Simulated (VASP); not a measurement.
Set up this calculation in VASP 6.6.1, as the native input.

* Task: band structure
* Functional: LDA
* Potentials or basis: VASP PAW LDA potentials, release 64 (Mg, H)
* Cutoff: 520 eV
* k mesh: 6 × 6 × 10
* Occupations: gaussian, width 0.03 eV
* Spin: no spin polarisation
* Further INCAR settings: ALGO = Fast; EDIFF = 1e-06

The structure of MgH2 lies in POSCAR:

```
MgH2                                    
1.0
    4.4732210778      0.0000000000      0.0000000000
    0.0000000000      4.4732210778      0.0000000000
    0.0000000000      0.0000000000      3.0045388692
  Mg              H             
     2     4
Direct
     0.0000000000000000    0.0000000000000000    0.0000000000000000
     0.5000000000000000    0.5000000000000000    0.5000000000000000
     0.3044202687659876    0.3044202687659876    0.0000000000000000
     0.1955797312340124    0.8044202687659876    0.5000000000000000
     0.6955797312340124    0.6955797312340124    0.0000000000000000
     0.8044202687659876    0.1955797312340124    0.5000000000000000
```

One way to write it, as run:

INCAR

```
SYSTEM = MgH2
ALGO = Fast
EDIFF = 1E-6
ENCUT = 520
GGA = CA
ISIF = 2
ISMEAR = 0
KPAR = 2
LASPH = .TRUE.
LCHARG = .FALSE.
LREAL = .FALSE.
LWAVE = .FALSE.
NELM = 80
PREC = Accurate
SIGMA = 0.03
```

KPOINTS

```
k-points
0
G
  6 6 10
  0 0 0
```

KPOINTS_OPT

```
explicit points
258
Reciprocal
 0.0000000000  0.0000000000  0.0000000000 1
 0.0000000000  0.0263157895  0.0000000000 1
 0.0000000000  0.0526315789  0.0000000000 1
 0.0000000000  0.0789473684  0.0000000000 1
 0.0000000000  0.1052631579  0.0000000000 1
 0.0000000000  0.1315789474  0.0000000000 1
[... 250 lines left out ...]
 0.0000000000  0.0000000000  0.5168254600 1
 0.0000000000  0.0000000000  0.4831745400 1
```

Potentials or basis: VASP PAW LDA potentials, release 64 (Mg, H).

Launch:

```console
$ cat potpaw_LDA.64/Mg/POTCAR potpaw_LDA.64/H/POTCAR > POTCAR
$ mpirun -np 2 vasp_std > vasp.out
```

Results of the run:

```yaml
Pressure: -2.1 GPa
Largest_force: 0.004 eV/Å
Band_gap_on_the_k_mesh: 3.44 eV, indirect (least direct gap 4.28 eV)
Band_gap_along_the_path: 3.35 eV, indirect (least direct gap 4.27 eV)
```

Caveat: the mesh misses the band edges, which the band path finds closer together.

It took 14 s on 2 MPI ranks on Intel(R) Xeon(R) 6975P-C (Granite Rapids), on a shared host, peak memory 0.18 GiB a rank.
